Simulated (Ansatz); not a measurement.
# CuAu in Ansatz: the effect of functional

Crystal: CuAu.

```
Au Cu
1.0
     2.77276    0.00000    0.00000
     0.00000    2.77276    0.00000
     0.00000    0.00000    3.63520
Au Cu
1 1
Direct
  0.00000 0.00000 0.00000
  0.50000 0.50000 0.50000
```

The cell isn't the ideal one: volume scaled by 0.96.

Alike in all runs:

- Program: Ansatz 0.2.0
- Task: single point
- Potentials or basis: Ansatz PAW
- k mesh: 9 × 9 × 7
- Occupations: fermi-dirac, width 0.05 eV
- Spin: no spin polarisation

```csv
functional,cutoff,pressure (GPa)
LDA,420 eV (not typed: the program's choice for these potentials),-2.6
PBEsol,420 eV (not typed: the program's choice for these potentials),?
r2SCAN,500 eV (not typed: the program's choice for these potentials),6.8
```

Question: What does the run with functional PBEsol give?

Answer: Pressure 3.0 GPa.

Caveats: the PAW data sets come from PBE, with cores solved anew for the run's functional, which leaves a small shift of forces and pressure.
